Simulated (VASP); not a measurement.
# Se (P3_221) in VASP: reference runs

Aim: a first look at Se with PBE, on the cell as given and on a disturbed one.

Program: VASP 6.6.1. These are calculated values, not measurements. Logs are shortened: lines on timing, memory, paths and dates and some standing lists are left out, and cuts for length are marked.

## Step 1: The crystal as given

The structure is trigonal, space group P3_221 (No. 154). The conventional cell has a = 4.355 Å, b = 4.355 Å, c = 4.949 Å, α = 90.00°, β = 90.00°, γ = 120.00°. Around Se (site symmetry 2) lie 2 Se at 2.32 Å.

## Step 2: Single point, PBE

INCAR reads:

```
PREC = Accurate
ENCUT = 520
EDIFF = 1E-7
ISMEAR = -1
SIGMA = 0.05
LREAL = False
LASPH = True
NELM = 80
ALGO = Normal
ISIF = 2
LWAVE = False
LCHARG = False
GGA = PE
NBANDS = 16
```

KPOINTS reads:

```
Automatic mesh
0
Gamma
  7 7 6
```

POSCAR reads:

```
Se
1.0
    4.3551700000      0.0000000000      0.0000000000
   -2.1775850000      3.7716878578      0.0000000000
    0.0000000000      0.0000000000      4.9494500000
Se
3
Direct
    0.7830000000      0.7830000000      0.5000000000
    0.0000000000      0.2170000000      0.8333333333
    0.2170000000      0.0000000000      0.1666666667
```

Potentials or basis: VASP PAW PBE potentials, release 64 (Se).

Launch:

```
> cat potpaw_PBE.64/Se/POTCAR > POTCAR
> mpirun -np 1 vasp_std > vasp.out
```

OUTCAR:

```text
PREC = Accurate
   ENCUT = 520
   EDIFF = 1E-7
   ISMEAR = -1
   LREAL = False
   LASPH = True
   NELM = 80
   ISIF = 2
   GGA = PE

 ion  position               nearest neighbor table
   1  0.783  0.783  0.500-   3 2.32   2 2.32
   2  0.000  0.217  0.833-   1 2.32   3 2.32
   3  0.217  0.000  0.167-   1 2.32   2 2.32

  LATTYP: Found a hexagonal cell.
 ALAT       =     4.3551700000
 C/A-ratio  =     1.1364539157

  Lattice vectors:

 A1 = (   4.3551700000,   0.0000000000,   0.0000000000)
 A2 = (  -2.1775850000,   3.7716878578,   0.0000000000)
 A3 = (   0.0000000000,   0.0000000000,   4.9494500000)

Analysis of symmetry for initial positions (statically):
=====================================================================
 Subroutine PRICEL returns:
 Original cell was already a primitive cell.

 Routine SETGRP: Setting up the symmetry group for a
 hexagonal supercell.

 Subroutine GETGRP returns: Found  6 space group operations
 (whereof  2 operations were pure point group operations)
 out of a pool of 24 trial point group operations.

The static configuration has the point symmetry C_2 .
 The point group associated with its full space group is D_3 .

Analysis of symmetry for dynamics (positions and initial velocities):
=====================================================================
 Subroutine PRICEL returns:
 Original cell was already a primitive cell.

 Routine SETGRP: Setting up the symmetry group for a
 hexagonal supercell.

 Subroutine GETGRP returns: Found  6 space group operations
 (whereof  2 operations were pure point group operations)
 out of a pool of 24 trial point group operations.

The dynamic configuration has the point symmetry C_2 .
 The point group associated with its full space group is D_3 .

 Subroutine INISYM returns: Found  6 space group operations
 (whereof  2 operations are pure point group operations),
 and found     1 'primitive' translations

----------------------------------------------------------------------------------------

                                     Primitive cell

  volume of cell :      81.3014

  direct lattice vectors                    reciprocal lattice vectors
     4.355170000  0.000000000  0.000000000     0.229612162  0.132566644  0.000000000
    -2.177585000  3.771687858  0.000000000     0.000000000  0.265133287  0.000000000
     0.000000000  0.000000000  4.949450000     0.000000000  0.000000000  0.202042651

  length of vectors
     4.355170000  4.355170000  4.949450000     0.265133287  0.265133287  0.202042651

  position of ions in fractional coordinates (direct lattice)
     0.783000000  0.783000000  0.500000000
     1.000000000  0.217000000  0.833333333
     0.217000000  0.000000000  0.166666667

  ion indices of the primitive-cell ions
   primitive index   ion index
                 1           1
                 2           2
                 3           3

----------------------------------------------------------------------------------------

 KPOINTS: Automatic mesh

Automatic generation of k-mesh.
 Grid dimensions read from file:
 generate k-points for:    7    7    6

 Generating k-lattice:

  Cartesian coordinates                     Fractional coordinates (reciprocal lattice)
     0.032801737  0.018938092  0.000000000     0.142857143  0.000000000  0.000000000
     0.000000000  0.037876184  0.000000000     0.000000000  0.142857143  0.000000000
     0.000000000  0.000000000  0.033673775     0.000000000  0.000000000  0.166666667

  Length of vectors
     0.037876184  0.037876184  0.033673775

  Shift w.r.t. Gamma in fractional coordinates (k-lattice)
     0.000000000  0.000000000  0.000000000

 Subroutine IBZKPT returns following result:
 ===========================================

 Found     40 irreducible k-points:

 Following reciprocal coordinates:
            Coordinates               Weight
  0.000000  0.000000  0.000000      1.000000
  0.142857  0.000000  0.000000      6.000000
  0.285714  0.000000  0.000000      6.000000
  0.428571  0.000000  0.000000      6.000000
  0.142857  0.142857  0.000000      6.000000
  0.285714  0.142857  0.000000     12.000000
[... 32 lines left out ...]
  0.428571  0.142857  0.500000      6.000000
  0.285714  0.285714  0.500000      6.000000
   k-points           NKPTS =     40   k-points in BZ     NKDIM =     40   number of bands    NBANDS=     16
   number of dos      NEDOS =    301   number of ions     NIONS =      3
   total plane-waves  NPLWV =  40960
   dimension x,y,z NGX =    32 NGY =   32 NGZ =   40
   dimension x,y,z NGXF=    64 NGYF=   64 NGZF=   80
   ions per type =               3
   NGX,Y,Z   is equivalent  to a cutoff of  12.22, 12.22, 13.44 a.u.
   NGXF,Y,Z  is equivalent  to a cutoff of  24.43, 24.43, 26.87 a.u.
 SYSTEM =  unknown system
   PREC   = accura    normal or accurate (medium, high low for compatibility)
   ISTART =      0    job   : 0-new  1-cont  2-samecut
   ICHARG =      2    charge: 1-file 2-atom 10-const
   ISPIN  =      1    spin polarized calculation?
   LNONCOLLINEAR =      F non collinear calculations
   LSORBIT =      F    spin-orbit coupling
   LASPH  =      T    aspherical Exc in radial PAW
   ENCUT  =  520.0 eV  38.22 Ry    6.18 a.u.   8.10  8.10  9.20*2*pi/ulx,y,z
   NELM   =     80;   NELMIN=  2; NELMDL= -5     # of ELM steps
   EDIFF  = 0.1E-06   stopping-criterion for ELM
   LREAL  =      F    real-space projection
   EDIFFG = 0.1E-05   stopping-criterion for IOM
   NSW    =      0    number of steps for IOM
   IBRION =     -1    ionic relax: 0-MD 1-quasi-New 2-CG
[... 8 lines left out ...]
   EMIN   =  10.00;   EMAX   =-10.00  energy-range for DOS
   EFERMI =   0.00;   METHOD = LEGACY
   ISMEAR =    -1;   SIGMA  =   0.05  broadening in eV -4-tet -1-fermi 0-gaus
   EFERMI_NEDOS =   21; number of points for ismear=-14 and -15
   IALGO  =     38    algorithm
   IMIX   =      4    mixing-type and parameters
     AMIX     =   0.40;   BMIX     =  1.00
     AMIX_MAG =   1.60;   BMIX_MAG =  1.00
  volume/ion in A,a.u.               =      27.10       182.88
  Fermi-wavevector in a.u.,A,eV,Ry     =   0.990375  1.871538 13.345178  0.980843
  Thomas-Fermi vector in A             =   2.122041
   LORBIT       =      0    0 simple, 1 ext, 2 COOP (PROOUT), +10 PAW based schemes
   GGA     = PE    functional components
   LHFCALC =     F    Hartree Fock is set to
   AEXX    =    0.0000 exact exchange contribution
   IVDW    =     0    specifies the selected vdW correction
   LEPSILON=     F    determine dielectric tensor
   LRPA    =     F    only Hartree local field effects (RPA)
 non-spin polarized calculation
  energy-cutoff  :      520.00
  volume of cell :       81.30
 maximum number of plane-waves:      2206
   NGX = 17   NGY = 17   NGZ = 19

 number of electron      17.9999997 magnetization

 Free energy of the ion-electron system (eV)
  ---------------------------------------------------
  ext. energy  EPLUGINS =         0.00000000
  ---------------------------------------------------
  free energy    TOTEN  =       -10.37099655 eV

  energy without entropy =      -10.37099602  energy(sigma->0) =      -10.37099628

 E-fermi :   3.3459     XC(G=0):  -8.8321

 val. band max:        2.7664850375   @ k =   0.4286   0.1429   0.5000
 cond. band min:       3.9219453990   @ k =   0.2857   0.2857   0.5000
 fundamental gap:      1.1554603615
 Fermi energy:         3.3458512544

 k-point     1 :       0.0000    0.0000    0.0000
  band No.  band energies     occupation
      1     -13.3915      2.00000
      2      -9.0795      2.00000
      3      -9.0795      2.00000
      4      -1.2333      2.00000
      5      -1.2333      2.00000
      6      -1.0293      2.00000
[... 8 lines left out ...]
     15       9.1488      0.00000
     16      11.1152      0.00000

 k-point     2 :       0.1429    0.0000    0.0000
  band No.  band energies     occupation
      1     -13.3197      2.00000
      2      -9.1427      2.00000
      3      -9.0683      2.00000
      4      -1.8103      2.00000
      5      -1.4702      2.00000
      6      -0.8398      2.00000
[... 8 lines left out ...]
     15       9.8559      0.00000
     16      11.0532      0.00000

 k-point     3 :       0.2857    0.0000    0.0000
  band No.  band energies     occupation
      1     -13.1442      2.00000
      2      -9.3135      2.00000
      3      -9.0427      2.00000
      4      -2.3723      2.00000
      5      -1.8277      2.00000
      6      -0.8453      2.00000
[... 8 lines left out ...]
     15      10.9266      0.00000
     16      11.7289      0.00000

 k-point     4 :       0.4286    0.0000    0.0000
  band No.  band energies     occupation
      1     -12.9850      2.00000
      2      -9.4833      2.00000
      3      -9.0217      2.00000
      4      -2.6043      2.00000
      5      -2.0518      2.00000
      6      -0.7561      2.00000
[... 8 lines left out ...]
     15      12.0056      0.00000
     16      12.7063      0.00000
[... 628 lines left out ...]
 k-point    38 :       0.2857    0.1429    0.5000
  band No.  band energies     occupation
      1     -11.9462      2.00000
      2     -11.8670      2.00000
      3      -7.4723      2.00000
      4      -3.1559      2.00000
      5      -1.8617      2.00000
      6      -1.7199      2.00000
[... 8 lines left out ...]
     15      10.9298      0.00000
     16      11.8642      0.00000

 k-point    39 :       0.4286    0.1429    0.5000
  band No.  band energies     occupation
      1     -11.8923      2.00000
      2     -11.7943      2.00000
      3      -7.6398      2.00000
      4      -3.3122      2.00000
      5      -2.0222      2.00000
      6      -1.8835      2.00000
[... 8 lines left out ...]
     15      11.6669      0.00000
     16      11.8189      0.00000

 k-point    40 :       0.2857    0.2857    0.5000
  band No.  band energies     occupation
      1     -11.8507      2.00000
      2     -11.8073      2.00000
      3      -7.6604      2.00000
      4      -3.2397      2.00000
      5      -2.2163      2.00000
      6      -2.1379      2.00000
[... 8 lines left out ...]
     15      11.0881      0.00000
     16      11.7608      0.00000

------------------------ aborting loop because EDIFF is reached ----------------------------------------

  FORCE on cell =-STRESS in cart. coord.  units (eV):
  Direction    XX          YY          ZZ          XY          YZ          ZX
  --------------------------------------------------------------------------------------
  -------------------------------------------------------------------------------------
  Total        2.4078884      2.4078884      3.8675646      0.0000000     -0.0000000      0.0000000
  in kB       47.4514125     47.4514125     76.2167379      0.0000000     -0.0000000      0.0000000
  external PRESSURE =      57.0398543 kB  Pullay stress =       0.0000000 kB

 VOLUME and BASIS-vectors are now :
 -----------------------------------------------------------------------------
  energy-cutoff  :      520.00
  volume of cell :       81.30
      direct lattice vectors                 reciprocal lattice vectors
     4.355170000  0.000000000  0.000000000     0.229612162  0.132566644  0.000000000
    -2.177585000  3.771687858  0.000000000     0.000000000  0.265133287  0.000000000
     0.000000000  0.000000000  4.949450000     0.000000000  0.000000000  0.202042651

 POSITION                                       TOTAL-FORCE (eV/Angst)
 -----------------------------------------------------------------------------------
      1.70505      2.95323      2.47472        -0.593792     -1.028478      0.000000
     -0.47254      0.81846      4.12454        -0.593792      1.028478      0.000000
      0.94507      0.00000      0.82491         1.187584     -0.000000     -0.000000
 -----------------------------------------------------------------------------------
    total drift:                                0.000001      0.000001     -0.000000

  FREE ENERGIE OF THE ION-ELECTRON SYSTEM (eV)
  ---------------------------------------------------
  free  energy   TOTEN  =       -10.3709965540 eV

  energy  without entropy=      -10.3709960154  energy(sigma->0) =      -10.37099628
```

Wall time 34 s (1 thread of Intel Xeon Platinum 8488C (Sapphire Rapids), shared host); peak memory 0.2 GiB.

What came out:

```yaml
Free_energy: -10.3710 eV
Pressure: 5.7 GPa
Largest_force: 1.188 eV/Å
Band_gap_on_the_k_mesh: 1.16 eV, indirect (least direct gap 1.38 eV)
```

Forces in eV/Å, atoms in the order of the input:
```
Se  -0.594 -1.028  0.000
Se  -0.594  1.028  0.000
Se   1.188  0.000  0.000
```

Caveat: an odd mesh through Γ misses points on the zone boundary, where band edges often lie; forces of over 1 eV/Å show positions far from the minimum, so gaps and moduli don't describe the material at rest. A hybrid or GW would open this gap; PBE tends to underestimate it.

## Step 3: Single point, PBE (atoms moved at random, drawn with an rms of 0.05 Å)

INCAR reads:

```
SYSTEM = Se
PREC = Accurate
ENCUT = 520
EDIFF = 1E-7
ISMEAR = -1
SIGMA = 0.05
LREAL = .FALSE.
LASPH = .TRUE.
NELM = 100
ALGO = Normal
ISIF = 2
LWAVE = .FALSE.
LCHARG = .TRUE.
GGA = PE
LELF = .TRUE.
LVHAR = .TRUE.
NBANDS = 16
```

KPOINTS reads:

```
regular mesh
0
G
  7 7 6
  0 0 0
```

POSCAR reads:

```
Se
1.0
    4.3551700000      0.0000000000      0.0000000000
   -2.1775850000      3.7716878578      0.0000000000
    0.0000000000      0.0000000000      4.9494500000
Se
3
Direct
    0.7838740000      0.7904350000      0.4983540000
    0.0185930000      0.2215440000      0.8349010000
    0.2043500000     -0.0036450000      0.1720960000
```

Potentials or basis: VASP PAW PBE potentials, release 64 (Se).

Launch:

```
> cat potpaw_PBE.64/Se/POTCAR > POTCAR
> mpirun -np 1 vasp_std > vasp.out
```

OUTCAR:

```text
SYSTEM = Se
   PREC = Accurate
   ENCUT = 520
   EDIFF = 1E-7
   ISMEAR = -1
   LREAL = .FALSE.
   LASPH = .TRUE.
   NELM = 100
   ISIF = 2
   GGA = PE

 ion  position               nearest neighbor table
   1  0.784  0.790  0.498-   3 2.26   2 2.33
   2  0.019  0.222  0.835-   3 2.28   1 2.33
   3  0.204  0.996  0.172-   1 2.26   2 2.28

  LATTYP: Found a hexagonal cell.
 ALAT       =     4.3551700000
 C/A-ratio  =     1.1364539157

[... 978 lines left out ...]

  FORCE on cell =-STRESS in cart. coord.  units (eV):
  Direction    XX          YY          ZZ          XY          YZ          ZX
  --------------------------------------------------------------------------------------
  -------------------------------------------------------------------------------------
  Total        3.6079286      3.0480424      5.3880972      0.0976087     -0.7042433     -0.2639108
  in kB       71.1001829     60.0667030    106.1813404      1.9235411    -13.8782756     -5.2007977
  external PRESSURE =      79.1160754 kB  Pullay stress =       0.0000000 kB

 VOLUME and BASIS-vectors are now :
 -----------------------------------------------------------------------------
  energy-cutoff  :      520.00
  volume of cell :       81.30
      direct lattice vectors                 reciprocal lattice vectors
     4.355170000  0.000000000  0.000000000     0.229612162  0.132566644  0.000000000
    -2.177585000  3.771687858  0.000000000     0.000000000  0.265133287  0.000000000
     0.000000000  0.000000000  4.949450000     0.000000000  0.000000000  0.202042651

 POSITION                                       TOTAL-FORCE (eV/Angst)
 -----------------------------------------------------------------------------------
      1.69267      2.98127      2.46658        -1.031805     -1.380395      0.499332
     -0.40146      0.83559      4.13230        -1.052160      1.347197     -0.266269
     -1.27967      3.75794      0.85178         2.083964      0.033199     -0.233063
 -----------------------------------------------------------------------------------
    total drift:                                0.000123      0.000004     -0.000088

  FREE ENERGIE OF THE ION-ELECTRON SYSTEM (eV)
  ---------------------------------------------------
  free  energy   TOTEN  =       -10.2260098950 eV

  energy  without entropy=      -10.2260084605  energy(sigma->0) =      -10.22600918
```

It took 1.9 min on 1 thread of Intel Xeon Platinum 8488C (Sapphire Rapids), shared host; peak memory 0.28 GiB.

Results:

```yaml
Free_energy: -10.2260 eV
Pressure: 7.9 GPa
Largest_force: 2.097 eV/Å
Band_gap_on_the_k_mesh: 1.01 eV, indirect (least direct gap 1.17 eV)
```

Forces on the atoms (eV/Å):
```
Se  -1.032 -1.380  0.499
Se  -1.052  1.347 -0.266
Se   2.084  0.033 -0.233
```

Levels at points of the mesh, in eV from the valence-band top:
```tsv
k point	band 7	band 8	band 9	band 10	band 11	band 12
(0.00, 0.00, 0.00)	-2.40	-2.28	-0.46	2.02	2.19	2.68
(0.00, 0.00, 0.50)	-1.67	-1.57	-1.35	1.16	1.43	1.72
```

Caveat: an odd mesh through Γ misses points on the zone boundary, where band edges often lie.
